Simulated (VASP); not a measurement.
**CdSe (strained wurtzite): one PBE single-point calculation in two programs**

```
Cd Se
1.0
     4.40583    0.00000    0.00000
    -2.20292    3.81556    0.00000
     0.00000    0.00000    6.98144
Cd Se
2 2
Direct
  0.33333 0.66667 0.99648
  0.66667 0.33333 0.49648
  0.33333 0.66667 0.37852
  0.66667 0.33333 0.87852
```

Each program uses its own PAW datasets. VASP's cell holds 36 valence electrons and Ansatz's 72. Ansatz's stress includes a Pulay correction; VASP's doesn't.

Cutoffs: 520 eV in VASP, 420 eV in Ansatz. k meshes: 12×12×4 and 12×12×4.

```csv
,VASP,Ansatz
gap between bands v and c,0.55 eV,0.56 eV
least direct gap,0.55 eV,0.56 eV
pressure,0.9 GPa,0.6 GPa
```

Band v is the last that the valence electrons fill when counted band by band, and c is the next. Levels in eV from the top of v, Ansatz:

```tsv
point	v−1	v	c	c+1
Γ	-0.06	0.00	0.56	1.94
M	-1.21	-0.75	3.14	3.19
K	-1.74	-1.57	4.43	4.59
A	-0.44	-0.44	2.21	2.21
L	-1.19	-1.19	2.95	2.95
H	-0.96	-0.96	3.78	3.78
```

VASP:

```json
{"point": "Γ", "v−1": "-0.06", "v": "0.00", "c": "0.55", "c+1": "1.93"}
{"point": "M", "v−1": "-1.21", "v": "-0.75", "c": "3.14", "c+1": "3.18"}
{"point": "K", "v−1": "-1.74", "v": "-1.58", "c": "4.42", "c+1": "4.60"}
{"point": "A", "v−1": "-0.45", "v": "-0.45", "c": "2.20", "c+1": "2.20"}
{"point": "L", "v−1": "-1.19", "v": "-1.19", "c": "2.95", "c+1": "2.95"}
{"point": "H", "v−1": "-0.96", "v": "-0.96", "c": "3.78", "c+1": "3.78"}
```
